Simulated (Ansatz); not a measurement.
# Al3Cu: properties at the relaxed cell

The task here is to estimate one member of a computed series from the others.

Method: DFT r2SCAN, scalar-relativistic, plane waves, PAW, in Ansatz 0.2.0.

1 further run of the same task is left out (set aside as unsound or not needed).

## The system as given

Symmetry: P4/mmm, No. 123, tetragonal system. The conventional cell has a = 2.774 Å, b = 2.774 Å, c = 7.592 Å, α = 90.00°, β = 90.00°, γ = 90.00°. Al (site symmetry 4/mmm) has 12 Al at 2.77 to 2.88 Å as nearest neighbours. Around Al (site symmetry 4mm) lie 4 Cu at 2.59 Å and 8 Al at 2.77 to 2.88 Å. Cu (site symmetry 4/mmm) is surrounded by 8 Al at 2.59 Å and 4 Cu at 2.77 Å.

Structure file:

```
Al Cu
1.0
     2.77378    0.00000    0.00000
     0.00000    2.77378    0.00000
     0.00000    0.00000    7.59186
Al Cu
3 1
Direct
  0.00000 0.00000 0.50000
  0.50000 0.50000 0.22264
  0.50000 0.50000 0.77736
  0.00000 0.00000 0.00000
```

It goes back to an entry of the Materials Project, which need not be the stable form.

It is the result of an earlier relaxation at this level (volume 14.60 Å³/atom; gap on the mesh: none (metal)).

Set-up of the first run:

File input.yaml:

```yaml
crystal:
  lattice:
    - [2.745760957, 0.0, 0.0]
    - [0.0, 2.745760957, 0.0]
    - [0.0, 0.0, 7.5151723803]
  atoms:
    - { symbol: Al, position: [0.0, 0.0, 0.5] }
    - { symbol: Al, position: [0.5, 0.5, 0.2226430006] }
    - { symbol: Al, position: [0.5, 0.5, 0.7773569994] }
    - { symbol: Cu, position: [0.0, 0.0, 0.0] }
basis:
  ecutwfc: 500
kpoints:
  mp_grid: { grid: [16, 16, 6] }
hamiltonian:
  xc: r2scan
scf:
  occupations: { method: gaussian, width: 0.1 }
output:
  forces: true
  stress: true
  eigenvalues: true
relax:
  adjacent_minimum: "off"
  f_tol: 0.01
  max_steps: 30
  cell: { stress_tol: 0.1, fix: [volume] }
```

Run with:

```console
> ansatz run input.yaml --threads 1 --pin off --max-ram 2560MiB --backend cpu --events-out ev --progress --plain --runs-dir out
```

Steps of the session up to this table: Point at V/V0 = 0.97; The cell scaled to 1.03 of its volume; The cell scaled to 0.94 of its volume; Volume × 1.06; The cell scaled to 0.91 of its volume; Point at V/V0 = 1.10; Point at V/V0 = 0.88.

One of the session's tables, all rows but one given; the rest of the session is left out.

It belongs to the step «Equation of state». 

```
volume (Å³/atom)  energy above the lowest point (meV/atom)  pressure (GPa)
          12.850                                      87.8           17.98
          13.288                                      46.5           12.35
          13.727                                      19.4            7.54
          14.165                                       4.6            3.45
          14.603                                       0.0           -0.02
          15.041                                       4.2           -2.96
          15.479                                         ?               ?
          16.063                                      40.7           -8.13
```

Estimate the missing values for volume (Å³/atom) = 15.479.

Worked estimate for «energy above the lowest point (meV/atom)». A straight line through the neighbours (15.041, 4.2) and (16.063, 40.7) gives 4.2 + (40.7 − 4.2) × (15.479 − 15.041) / (16.063 − 15.041) = 19.8; a parabola fitted to 3 rows on both sides gives 15.3.

The run gave: energy above the lowest point (meV/atom): 15.8; pressure (GPa): -5.44. In «energy above the lowest point (meV/atom)» the line misses by +4.0 and the parabola by -0.5.
